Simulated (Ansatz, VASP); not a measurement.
**One calculation of P, two programs**

INCAR

```
SYSTEM = P
  PREC = Accurate
  ENCUT = 520
  EDIFF = 1E-7
  ISMEAR = -1
  SIGMA = 0.1
  LREAL = .FALSE.
  LASPH = .TRUE.
  NELM = 80
  ALGO = Normal
  ISIF = 2
  LWAVE = .FALSE.
  LCHARG = .TRUE.
  GGA = RP
  LELF = .TRUE.
  LVHAR = .TRUE.
  NBANDS = 8
```

Contents of KPOINTS:

```
Automatic mesh
0
G
  14 14 14
  0 0 0
```

File POSCAR:

```
P
1.0
    2.5200968185      0.0000000000      0.0000000000
    0.0000000000      2.5200968185      0.0000000000
    0.0000000000      0.0000000000      2.5200968185
P
1
Direct
    0.0000000000      0.0000000000      0.0000000000
```

Input for Ansatz:

```yaml
crystal:
  lattice:
    - [2.5200968185, 0.0, 0.0]
    - [0.0, 2.5200968185, 0.0]
    - [0.0, 0.0, 2.5200968185]
  atoms:
    - { symbol: P, position: [0.0, 0.0, 0.0] }
hamiltonian:
  xc: rpbe
  pseudopotentials:
    kind: paw
    azcp:
      P: "pseudopotentials/P.paw.azcp"
basis:
  ecutwfc: 420
  fft_grid_basis: typed
kpoints:
  mp_grid: { grid: [14, 14, 14], shift: [0, 0, 0] }
magnetization:
  spin_polarized: false
scf:
  occupations: { method: fermi_dirac, width: 0.1 }
  lower_state_search: "off"
output:
  stress: true
  write_density: true
  write_potential: true
  elf: true
  volumetric_format: npy
```

Alike in both runs: task single point; functional RPBE; k mesh 14 × 14 × 14; occupations fermi-dirac, width 0.1 eV; no spin polarisation.

```csv
,VASP,Ansatz
version,VASP 6.6.1,Ansatz 0.2.0
potentials or method,"VASP PAW PBE potentials, release 64 (P)","plane waves (420 eV) with PAW, scalar-relativistic"
plane-wave cutoff (eV),520,420
valence electrons in the cell,5,5
```

```tsv
	VASP	Ansatz	Ansatz less VASP
pressure (GPa)	-6.7	-6.2	+0.48
```

The functional is the same, so the differences come from potentials, cutoffs and numerics.

Caveats: the PAW data sets were made with another functional, which shifts forces and pressure a little (VASP).
